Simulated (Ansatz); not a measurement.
Results of PBE-D3(BJ) (Ansatz, an electronic-structure program, plane waves, PAW) for zinc-blende AlSb.

Run with plane-wave cutoff 520 eV, 10×10×10 k mesh, Fermi–Dirac smearing 0.01 eV, scalar-relativistic PAW data made under PBE.

The cell is scaled about its equilibrium volume:

```
V (Å³/atom)  P (GPa)  direct gap at Γ (eV)
-----------  -------  --------------------
27.319          3.85                 2.060
27.900          2.43                 1.888
28.481          1.15                 1.722
29.062          0.00                 1.562
29.643         -1.03                 1.408
30.225         -1.95                 1.260
30.806         -2.78                 1.116
```

The fundamental gap (1.22 eV at the equilibrium volume, with added k points) lies elsewhere than Γ–Γ.

Spin–orbit coupling is not included; with these elements it can move the gap by several tenths of an eV or more.
